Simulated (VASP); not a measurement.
# CuI (Marshite) (F-43m) in VASP: notebook

The runs below take CuI (Marshite) through single point, relaxation of cell and atoms, with PBE+D3(BJ).

Everything below comes from runs of VASP 6.6.1. Logs are shortened: lines on timing, memory, paths and dates and some standing lists are left out, and cuts for length are marked.

### 1 The structure

Symmetry: F-43m, No. 216, cubic system. Conventional cell: a = 6.078 Å, b = 6.078 Å, c = 6.078 Å, α = 90.00°, β = 90.00°, γ = 90.00°. Cu (site symmetry -43m) is surrounded by 4 I at 2.63 Å. I (site symmetry -43m) is surrounded by 4 Cu at 2.63 Å.

### 2 Single point, PBE+D3(BJ) (relaxed again under DFT PBE+D3(BJ), scalar-relativistic, plane waves, PAW)

INCAR

```
SYSTEM = CuI
PREC     = Accurate       ! precision mode
ENCUT    = 520            ! plane-wave cutoff, eV
EDIFF    = 1E-7           ! SCF threshold, eV
ISMEAR   = 0              ! smearing method
SIGMA    = 0.02           ! smearing width, eV
LREAL    = .False.        ! projectors in reciprocal space
LASPH    = .True.         ! aspherical terms in the spheres
NELM     = 80             ! most SCF steps
ALGO     = Normal         ! electronic algorithm
ISIF     = 2              ! what is computed and relaxed
LWAVE    = .False.        ! write WAVECAR
LCHARG   = .False.        ! write CHGCAR
GGA      = PE             ! functional
IVDW     = 12             ! dispersion correction
NBANDS   = 16             ! bands
```

KPOINTS

```
Automatic mesh
0
Gamma
  8 8 8
  0 0 0
```

POSCAR

```
CuI
1.0
    0.0000000000      2.9854162030      2.9854162030
    2.9854162030      0.0000000000      2.9854162030
    2.9854162030      2.9854162030      0.0000000000
Cu I
1 1
Direct
    0.2500000000      0.2500000000      0.2500000000
    0.0000000000      0.0000000000      0.0000000000
```

Potentials or basis: VASP PAW PBE potentials, release 64 (Cu, I).

Command:

```sh
> cat potpaw_PBE.64/Cu/POTCAR potpaw_PBE.64/I/POTCAR > POTCAR
> mpirun -np 1 vasp_std > vasp.out
```

OUTCAR:

```text
SYSTEM = CuI
   PREC = Accurate
   ENCUT = 520
   EDIFF = 1E-7
   ISMEAR = 0
   LREAL = .False.
   LASPH = .True.
   NELM = 80
   ISIF = 2
   GGA = PE
   IVDW = 12
 IVDW          = 12

 ion  position               nearest neighbor table
   1  0.250  0.250  0.250-   2 2.59   2 2.59   2 2.59   2 2.59
   2  0.000  0.000  0.000-   1 2.59   1 2.59   1 2.59   1 2.59

  LATTYP: Found a face centered cubic cell.
 ALAT       =     5.9708324060

  Lattice vectors:

 A1 = (   0.0000000000,   2.9854162030,   2.9854162030)
 A2 = (   2.9854162030,   0.0000000000,   2.9854162030)
 A3 = (   2.9854162030,   2.9854162030,   0.0000000000)

Analysis of symmetry for initial positions (statically):
=====================================================================
 Subroutine PRICEL returns:
 Original cell was already a primitive cell.

 Routine SETGRP: Setting up the symmetry group for a
 face centered cubic supercell.

 Subroutine GETGRP returns: Found 24 space group operations
 (whereof 24 operations were pure point group operations)
 out of a pool of 48 trial point group operations.

The static configuration has the point symmetry T_d .

Analysis of symmetry for dynamics (positions and initial velocities):
=====================================================================
 Subroutine PRICEL returns:
 Original cell was already a primitive cell.

 Routine SETGRP: Setting up the symmetry group for a
 face centered cubic supercell.

 Subroutine GETGRP returns: Found 24 space group operations
 (whereof 24 operations were pure point group operations)
 out of a pool of 48 trial point group operations.

The dynamic configuration has the point symmetry T_d .

 Subroutine INISYM returns: Found 24 space group operations
 (whereof 24 operations are pure point group operations),
 and found     1 'primitive' translations

----------------------------------------------------------------------------------------

                                     Primitive cell

  volume of cell :      53.2163

  direct lattice vectors                    reciprocal lattice vectors
     0.000000000  2.985416203  2.985416203    -0.167480836  0.167480836  0.167480836
     2.985416203  0.000000000  2.985416203     0.167480836 -0.167480836  0.167480836
     2.985416203  2.985416203  0.000000000     0.167480836  0.167480836 -0.167480836

  length of vectors
     4.222016084  4.222016084  4.222016084     0.290085316  0.290085316  0.290085316

  position of ions in fractional coordinates (direct lattice)
     0.250000000  0.250000000  0.250000000
     0.000000000  0.000000000  0.000000000

  ion indices of the primitive-cell ions
   primitive index   ion index
                 1           1
                 2           2

----------------------------------------------------------------------------------------

 KPOINTS: Automatic mesh

Automatic generation of k-mesh.
 Grid dimensions read from file:
 generate k-points for:    8    8    8

 Generating k-lattice:

  Cartesian coordinates                     Fractional coordinates (reciprocal lattice)
    -0.020935104  0.020935104  0.020935104     0.125000000  0.000000000  0.000000000
     0.020935104 -0.020935104  0.020935104     0.000000000  0.125000000  0.000000000
     0.020935104  0.020935104 -0.020935104     0.000000000  0.000000000  0.125000000

  Length of vectors
     0.036260665  0.036260665  0.036260665

  Shift w.r.t. Gamma in fractional coordinates (k-lattice)
     0.000000000  0.000000000  0.000000000

 Subroutine IBZKPT returns following result:
 ===========================================

 Found     29 irreducible k-points:

 Following reciprocal coordinates:
            Coordinates               Weight
  0.000000  0.000000  0.000000      1.000000
  0.125000  0.000000  0.000000      8.000000
  0.250000  0.000000  0.000000      8.000000
  0.375000  0.000000  0.000000      8.000000
  0.500000  0.000000  0.000000      4.000000
  0.125000  0.125000  0.000000      6.000000
[... 16 lines left out ...]
  0.500000  0.250000  0.125000     48.000000
 -0.375000  0.250000  0.125000     24.000000
 [... further k-points ...]
   k-points           NKPTS =     29   k-points in BZ     NKDIM =     29   number of bands    NBANDS=     16
   number of dos      NEDOS =    301   number of ions     NIONS =      2
   total plane-waves  NPLWV =  32768
   dimension x,y,z NGX =    32 NGY =   32 NGZ =   32
   dimension x,y,z NGXF=    64 NGYF=   64 NGZF=   64
   ions per type =               1   1
   NGX,Y,Z   is equivalent  to a cutoff of  12.60, 12.60, 12.60 a.u.
   NGXF,Y,Z  is equivalent  to a cutoff of  25.20, 25.20, 25.20 a.u.
 SYSTEM =  CuI
   PREC   = accura    normal or accurate (medium, high low for compatibility)
   ISTART =      0    job   : 0-new  1-cont  2-samecut
   ICHARG =      2    charge: 1-file 2-atom 10-const
   ISPIN  =      1    spin polarized calculation?
   LNONCOLLINEAR =      F non collinear calculations
   LSORBIT =      F    spin-orbit coupling
   LASPH  =      T    aspherical Exc in radial PAW
   ENCUT  =  520.0 eV  38.22 Ry    6.18 a.u.   7.85  7.85  7.85*2*pi/ulx,y,z
   NELM   =     80;   NELMIN=  2; NELMDL= -5     # of ELM steps
   EDIFF  = 0.1E-06   stopping-criterion for ELM
   LREAL  =      F    real-space projection
   EDIFFG = 0.1E-05   stopping-criterion for IOM
   NSW    =      0    number of steps for IOM
   IBRION =     -1    ionic relax: 0-MD 1-quasi-New 2-CG
   NFREE  =      0    steps in history (QN), initial steepest desc. (CG)
   ISIF   =      2    stress and relaxation
   ISYM   =      2    0-nonsym 1-usesym 2-fastsym
   POTIM  = 0.5000    time-step for ionic-motion
   TEBEG  =    0.0;   TEEND  =   0.0 temperature during run
   PSTRESS=    0.0 pullay stress
   NELECT =      18.0000    total number of electrons
   NUPDOWN=      -1.0000    fix difference up-down
   EMIN   =  10.00;   EMAX   =-10.00  energy-range for DOS
   EFERMI =   0.00;   METHOD = LEGACY
   ISMEAR =     0;   SIGMA  =   0.02  broadening in eV -4-tet -1-fermi 0-gaus
   EFERMI_NEDOS =   21; number of points for ismear=-14 and -15
   IALGO  =     38    algorithm
   IMIX   =      4    mixing-type and parameters
     AMIX     =   0.40;   BMIX     =  1.00
     AMIX_MAG =   1.60;   BMIX_MAG =  1.00
  volume/ion in A,a.u.               =      26.61       179.56
  Fermi-wavevector in a.u.,A,eV,Ry     =   1.140646  2.155508 17.702169  1.301073
  Thomas-Fermi vector in A             =   2.277347
   LORBIT       =      0    0 simple, 1 ext, 2 COOP (PROOUT), +10 PAW based schemes
   GGA     = PE    functional components
   LHFCALC =     F    Hartree Fock is set to
   AEXX    =    0.0000 exact exchange contribution
   IVDW    =    12    specifies the selected vdW correction
   LEPSILON=     F    determine dielectric tensor
   LRPA    =     F    only Hartree local field effects (RPA)
 non-spin polarized calculation
 Gauss-broadening in eV      SIGMA  =   0.02
  energy-cutoff  :      520.00
  volume of cell :       53.22
 maximum number of plane-waves:      1459
   NGX = 15   NGY = 15   NGZ = 15

 number of electron      18.0000003 magnetization

 Free energy of the ion-electron system (eV)
  ---------------------------------------------------
  ext. energy  EPLUGINS =         0.00000000
  ---------------------------------------------------
  free energy    TOTEN  =        -5.54030457 eV

  energy without entropy =       -5.54030457  energy(sigma->0) =       -5.54030457

 E-fermi :   5.0646     XC(G=0):  -9.1517

 val. band max:        4.9385451865   @ k =   0.0000   0.0000   0.0000
 cond. band min:       6.2089033024   @ k =   0.0000   0.0000   0.0000
 fundamental gap:      1.2703581160
 Fermi energy:         5.0645919350

 k-point     1 :       0.0000    0.0000    0.0000
  band No.  band energies     occupation
      1      -9.3198      2.00000
      2       1.0869      2.00000
      3       1.0869      2.00000
      4       1.0869      2.00000
      5       2.8907      2.00000
      6       2.8907      2.00000
[... 8 lines left out ...]
     15      14.5994      0.00000
     16      14.5994      0.00000

 k-point     2 :       0.1250    0.0000    0.0000
  band No.  band energies     occupation
      1      -9.2392      2.00000
      2       0.7899      2.00000
      3       1.0945      2.00000
      4       1.0945      2.00000
      5       2.8838      2.00000
      6       2.8838      2.00000
[... 8 lines left out ...]
     15      13.8975      0.00000
     16      13.9441      0.00000

 k-point     3 :       0.2500    0.0000    0.0000
  band No.  band energies     occupation
      1      -9.0315      2.00000
      2       0.0707      2.00000
      3       1.1096      2.00000
      4       1.1096      2.00000
      5       2.8803      2.00000
      6       2.8803      2.00000
[... 8 lines left out ...]
     15      13.6936      0.00000
     16      13.8724      0.00000

 k-point     4 :       0.3750    0.0000    0.0000
  band No.  band energies     occupation
      1      -8.8017      2.00000
      2      -0.6387      2.00000
      3       1.1190      2.00000
      4       1.1190      2.00000
      5       2.9015      2.00000
      6       2.9015      2.00000
[... 8 lines left out ...]
     15      14.6545      0.00000
     16      14.6545      0.00000
[... 324 lines left out ...]
 k-point    22 :       0.3750    0.2500    0.1250
  band No.  band energies     occupation
      1      -8.8697      2.00000
      2      -0.1353      2.00000
      3       0.8736      2.00000
      4       1.0992      2.00000
      5       2.8142      2.00000
      6       2.9304      2.00000
[... 8 lines left out ...]
     15      15.3356      0.00000
     16      16.3987      0.00000

 k-point    23 :       0.5000    0.2500    0.1250
  band No.  band energies     occupation
      1      -8.6782      2.00000
      2      -0.4944      2.00000
      3       0.6399      2.00000
      4       1.0888      2.00000
      5       2.8395      2.00000
      6       2.9067      2.00000
[... 8 lines left out ...]
     15      15.7124      0.00000
     16      16.5339      0.00000

 k-point    24 :      -0.3750    0.2500    0.1250
  band No.  band energies     occupation
      1      -8.5936      2.00000
      2      -0.6500      2.00000
      3       0.5376      2.00000
      4       1.0771      2.00000
      5       2.8202      2.00000
      6       2.9021      2.00000
[... 8 lines left out ...]
     15      15.7861      0.00000
     16      16.3999      0.00000

 [... further k-points ...]

------------------------ aborting loop because EDIFF is reached ----------------------------------------

 Edisp (eV)   -0.72071

 E8    (eV) :    -0.3166

  FORCE on cell =-STRESS in cart. coord.  units (eV):
  Direction    XX          YY          ZZ          XY          YZ          ZX
  --------------------------------------------------------------------------------------
  -------------------------------------------------------------------------------------
  Total       0.00637     0.00637     0.00637     0.00000     0.00000     0.00000
  in kB       0.19169     0.19169     0.19169     0.00000     0.00000     0.00000
  external pressure =        0.19 kB  Pullay stress =        0.00 kB

 VOLUME and BASIS-vectors are now :
 -----------------------------------------------------------------------------
  energy-cutoff  :      520.00
  volume of cell :       53.22
      direct lattice vectors                 reciprocal lattice vectors
     0.000000000  2.985416203  2.985416203    -0.167480836  0.167480836  0.167480836
     2.985416203  0.000000000  2.985416203     0.167480836 -0.167480836  0.167480836
     2.985416203  2.985416203  0.000000000     0.167480836  0.167480836 -0.167480836

 POSITION                                       TOTAL-FORCE (eV/Angst)
 -----------------------------------------------------------------------------------
      1.49271      1.49271      1.49271         0.000000      0.000000      0.000000
      0.00000      0.00000      0.00000        -0.000000     -0.000000     -0.000000
 -----------------------------------------------------------------------------------
    total drift:                                0.000001      0.000001      0.000001

  FREE ENERGIE OF THE ION-ELECTRON SYSTEM (eV)
  ---------------------------------------------------
  free  energy   TOTEN  =        -6.2610132241 eV

  energy  without entropy=       -6.2610132241  energy(sigma->0) =       -6.26101322
```

It took 16 s on 1 thread of Intel Xeon Platinum 8559C (Emerald Rapids), shared host; peak memory 0.19 GiB.

Results:

```yaml
Free_energy: -6.2610 eV
Pressure: 0.0 GPa
Band_gap_on_the_k_mesh: 1.27 eV, direct
Dispersion_energy_per_atom: -0.360 eV
```

Caveat: spin-orbit coupling is left out, which moves the levels of the heavy elements.

### 3 Relaxation of cell and atoms, PBE+D3(BJ)

INCAR

```
SYSTEM = CuI
ALGO = Normal
EDIFF = 1E-6
EDIFFG = -0.005
ENCUT = 600
GGA = PE
IBRION = 2
ISIF = 3
ISMEAR = 0
IVDW = 12
LASPH = .True.
LCHARG = .False.
LREAL = .False.
LWAVE = .False.
NELM = 80
NSW = 70
PREC = Accurate
SIGMA = 0.02
```

KPOINTS

```
k-points
0
Gamma
  8 8 8
  0 0 0
```

POSCAR

```
CuI
1.0
    0.0000000000      3.0390034059      3.0390034059
    3.0390034059      0.0000000000      3.0390034059
    3.0390034059      3.0390034059      0.0000000000
Cu I
1 1
Direct
    0.2500000000      0.2500000000      0.2500000000
    0.0000000000      0.0000000000      0.0000000000
```

Potentials or basis: VASP PAW PBE potentials, release 64 (Cu, I).

Command:

```sh
> cat potpaw_PBE.64/Cu/POTCAR potpaw_PBE.64/I/POTCAR > POTCAR
> mpirun -np 1 vasp_std > vasp.out
```

Wall time 43 s (1 thread of Intel Xeon Platinum 8559C (Emerald Rapids), shared host); peak memory 0.23 GiB.

It converged, with:

| Quantity | Value |
| --- | --- |
| Free energy | -6.2613 eV |
| Relaxed volume | 26.65 Å³/atom |
| Relaxed cell | a = 4.224 Å, b = 4.224 Å, c = 4.224 Å, α = 60.00°, β = 60.00°, γ = 60.00° |
| Space group after relaxing (to 0.05 Å) | F-43m (No. 216) |
| Energy gained by relaxing | 10.1 meV/atom |
| Ionic steps | 3 |
| Pressure after relaxing | 0.0 GPa |
| Band gap on the k mesh | 1.27 eV, direct |
| Dispersion energy per atom | -0.360 eV |

The path:
```csv
step,energy change (eV),largest force (eV/Å),pressure (GPa),volume (Å³)
1,0.0000,0.0000,-2.17,56.13
2,-0.0202,0.0000,0.18,53.10
3,-0.0203,0.0000,-0.02,53.30
```

Final structure:
```
Cu I
1.0
     0.00000    2.98694    2.98694
     2.98694    0.00000    2.98694
     2.98694    2.98694    0.00000
Cu I
1 1
Direct
  0.25000 0.25000 0.25000
  0.00000 0.00000 0.00000
```

Levels at points of the mesh, in eV from the valence-band top:
```
           k point  band 6  band 7  band 8  band 9  band 10  band 11  band 12  band 13
(0.00, 0.00, 0.00)   -2.04    0.00    0.00    0.00     1.27     4.82     4.82     4.82
(0.50, 0.00, 0.00)   -2.01   -1.96   -0.78   -0.78     2.20     5.38     5.38     7.47
(0.50, 0.50, 0.00)   -1.97   -1.95   -1.66   -1.66     2.62     2.88     9.50     9.99
```

Caveat: spin-orbit coupling is left out, which moves the levels of the heavy elements.
